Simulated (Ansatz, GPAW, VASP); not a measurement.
# InP: programs and potentials compared

```
In P
1.0
     0.00000    2.93050    2.93050
     2.93050    0.00000    2.93050
     2.93050    2.93050    0.00000
In P
1 1
Direct
  0.00000 0.00000 0.00000
  0.75000 0.75000 0.75000
```

Alike in all runs: task single point; functional PBE; k mesh 8 × 8 × 8; occupations gaussian, width 0.017 eV; no spin polarisation; no spin-orbit coupling. Pressure is positive in compression and, in plane waves, holds the error of the finite cutoff.

```csv
program and potentials,plane-wave cutoff (eV),notes,band gap (eV),pressure (GPa)
"Ansatz, all-electron LAPW, scalar-relativistic",-,-,?,?
"GPAW, GPAW PAW data sets (gpaw-data 1.2.1)",600,-,0.71,3.04
"VASP, PBE PAW files In_d, P, 520 eV",520,-,0.71,3.28
```

Problem. Estimate from the other rows what the run with Ansatz, all-electron LAPW, scalar-relativistic gave.

Solution. Band gap 0.71 eV; pressure 3.34 GPa. The other rows, which needn't bracket it: band gap 0.71; pressure 3.04 to 3.28.
